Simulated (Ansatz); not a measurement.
## ZrC: what symmetry allows forces and stress to be

```xyz
4
Lattice="3.3915 0.0000 0.0000 -1.6957 2.9371 0.0000 0.0000 0.0000 5.2901" Properties=species:S:1:pos:R:3 pbc="T T T"
Zr    0.0000    1.9581    1.3225
Zr    1.6957    0.9790    3.9675
C     0.0900    0.0000    0.0000
C     0.0000    0.0000    2.6450
```

Level of theory: DFT PBE, scalar-relativistic, plane waves, PAW in Ansatz 0.2.0.

Plane waves to 420 eV, a k mesh through Γ of 12×12×8 on the computed 4-atom cell and Gaussian smearing (0.10 eV); no spin polarisation.

This distorted cell has space group C2, with 2 operations.

Q: Without a calculation: in which directions can each atom feel a force?

A: A force must be left unchanged by every operation that keeps its atom in place, so it lies in the space that those operations leave fixed. Atoms that the group maps onto each other feel forces of one size.
```tsv
atom	site symmetry	operations at the site	equivalent to atom	allowed force (Cartesian)
Zr1	1	1	1	any direction
Zr2	1	1	1	any direction
C3	2	2	3	along (1.00, 0.00, 0.00)
C4	2	2	4	along (1.00, 0.00, 0.00)
```

That leaves 5 independent force components of 12, tied by 1 condition that the forces sum to zero, so 4 remain. A relaxation in this cell that keeps the symmetry moves the atoms in these directions alone.

Q: And the stress tensor?

A: It must be invariant under the point group, which leaves 4 independent components: xz, xy vanish.

Q: Do the computed values obey this?

A: Yes. Forces (eV/Å):
```
Zr1  0.632 -0.036  0.049
Zr2  0.632  0.036 -0.049
C3  -1.001  0.000  0.000
C4  -0.263  0.000  0.000
```

Stress (GPa, compression positive, xx yy zz yz xz xy): -2.37 -2.32 -1.14 -0.28 0.00 0.00. The program imposes the same operations on density, forces and stress, so this confirms the analysis and is no independent test of the calculation.

This form isn't the usual stable structure of the compound.